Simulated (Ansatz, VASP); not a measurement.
## TiO2 (Anatase): VASP beside Ansatz

```xyz
6
Lattice="-1.8921 1.8921 4.7573 1.8921 -1.8921 4.7573 1.8921 1.8921 -4.7573" Properties=species:S:1:pos:R:3 pbc="T T T"
Ti    0.0000    1.8921    2.3786
Ti    0.0000    0.0000    0.0000
O     0.0000    0.0000    7.5346
O     0.0000    1.8921    0.3987
O     0.0000    1.8921    4.3586
O     0.0000    0.0000    1.9800
```

Alike in both runs: task band structure; functional PBE; k mesh 10 × 10 × 10; occupations fermi-dirac, width 0.05 eV; no spin polarisation.

|  | VASP | Ansatz |
| --- | --- | --- |
| version | VASP 6.6.1 | Ansatz 0.2.0 |
| potentials or method | VASP PAW PBE potentials, release 64 (Ti_sv, O) | Ansatz PAW |
| plane-wave cutoff (eV) | 520 | 420 |
| valence electrons in the cell | 48 | 48 |

Ansatz gave:

| Item | Value |
| --- | --- |
| gap on the k mesh at the Fermi level (eV) | 2.14 |
| least direct gap on the mesh (eV) | 2.46 |
| gap along the band path (eV) | 2.12 |
| pressure (GPa) | 5.2 |
| largest component of the traceless stress (GPa) | 0.86 |
| rms of the force components (eV/Å) | 0.048 |

Q: Estimate VASP's values.

A: gap on the k mesh at the Fermi level (eV): 2.11; least direct gap on the mesh (eV): 2.44; gap along the band path (eV): 2.10; pressure (GPa): 5.9; largest component of the traceless stress (GPa): 0.92; rms of the force components (eV/Å): 0.059.

Atom by atom the forces differ by 0.011 eV/Å (rms over components).

Caveats: the pressure holds a Pulay correction of +0.7 GPa for the finite cutoff (Ansatz).
